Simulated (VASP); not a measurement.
Input of a VASP 6.6.1 run:

The input INCAR:

```
SYSTEM = KCl
PREC = Accurate
ENCUT = 520
EDIFF = 1E-6
ISMEAR = 0
SIGMA = 0.02
LREAL = .False.
LASPH = .True.
NELM = 60
ALGO = Fast
ISIF = 2
LWAVE = .False.
LCHARG = .False.
GGA = PS
NBANDS = 15
```

The input KPOINTS:

```
Automatic mesh
0
Gamma
  8 8 8
  0 0 0
```

Contents of POSCAR:

```
KCl
1.0
    0.0000000000      3.1464700000      3.1464700000
    3.1464700000      0.0000000000      3.1464700000
    3.1464700000      3.1464700000      0.0000000000
K Cl
1 1
Direct
    0.0000000000      0.0000000000      0.0000000000
    0.5000000000      0.5000000000      0.5000000000
```

KPOINTS_OPT

```
path GXWKGLUWLK,UX
10
line-mode
reciprocal
 0.0000000000  0.0000000000  0.0000000000  G
 0.5000000000  0.0000000000  0.5000000000  X

 0.5000000000  0.0000000000  0.5000000000  X
 0.5000000000  0.2500000000  0.7500000000  W

 0.5000000000  0.2500000000  0.7500000000  W
 0.3750000000  0.3750000000  0.7500000000  K

 0.3750000000  0.3750000000  0.7500000000  K
 0.0000000000  0.0000000000  0.0000000000  G

 0.0000000000  0.0000000000  0.0000000000  G
 0.5000000000  0.5000000000  0.5000000000  L

 0.5000000000  0.5000000000  0.5000000000  L
 0.6250000000  0.2500000000  0.6250000000  U

 0.6250000000  0.2500000000  0.6250000000  U
 0.5000000000  0.2500000000  0.7500000000  W

 0.5000000000  0.2500000000  0.7500000000  W
 0.5000000000  0.5000000000  0.5000000000  L

 0.5000000000  0.5000000000  0.5000000000  L
 0.3750000000  0.3750000000  0.7500000000  K

 0.6250000000  0.2500000000  0.6250000000  U
 0.5000000000  0.0000000000  0.5000000000  X
```

Potentials or basis: VASP PAW PBE potentials, release 64 (K_sv, Cl).

Command:

```bash
$ cat potpaw_PBE.64/K_sv/POTCAR potpaw_PBE.64/Cl/POTCAR > POTCAR
$ mpirun -np 1 vasp_std > vasp.out
```

(1) Estimate the band gap on the k mesh.

(2) Estimate the pressure.

(3) What does it give for the band gap along the path?

## Answers

(1) 5.02 eV, direct.

(2) -0.3 GPa.

(3) 5.02 eV, direct.

Caveat: the PAW data sets were made with another functional, which shifts forces and pressure a little.

**The experiment to reproduce.**

A printed reference work, monograph reports, for a bulk crystal of KCl: band gap 8.68 eV.

A measured gap of KCl is 8.68 eV (a printed reference work, monograph); the calculated 5.02 eV misses it by -3.66 eV. The value is that of PBEsol, without temperature or zero-point motion. Semilocal functionals fall short of measured gaps as a rule.
